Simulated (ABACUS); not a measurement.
MgSe:

```
Se Mg
1.0
     0.00000    2.72550    2.72550
     2.72550    0.00000    2.72550
     2.72550    2.72550    0.00000
Se Mg
1 1
Direct
  0.50000 0.50000 0.50000
  0.00000 0.00000 0.00000
```

Base run:

| Property | Result |
| --- | --- |
| Program | ABACUS 3.10.1 |
| Functional | LDA |
| Potentials or basis | PseudoDojo NC SR 0.4.1 LDA standard |
| Cutoff | 1184 eV |
| Density cutoff | 4735 eV |
| Basis | plane waves |
| k mesh | 6 × 6 × 6 |
| Occupations | fermi-dirac, width 0.05 eV |
| Spin | no spin polarisation |

Its results: band gap on the k mesh 1.65 eV, indirect (least direct gap 2.37 eV); pressure -2.0 GPa.

Question: The run is repeated on the same cell with these changes: functional from LDA to PBEsol; potentials or basis from PseudoDojo NC SR 0.4.1 LDA standard to PseudoDojo NC SR 0.5 PBE stringent; cutoff from 1184 eV to 1429 eV; density cutoff from 4735 eV to 5714 eV; valence electrons from 26 to 34. What comes out?

Answer: Band gap on the k mesh 1.77 eV, indirect (least direct gap 2.48 eV); pressure 0.1 GPa.

Caveats: the potentials were made for another functional, which shifts forces and pressure (some runs).

A k mesh can miss the band edges.

Not every run made on this cell is shown here.
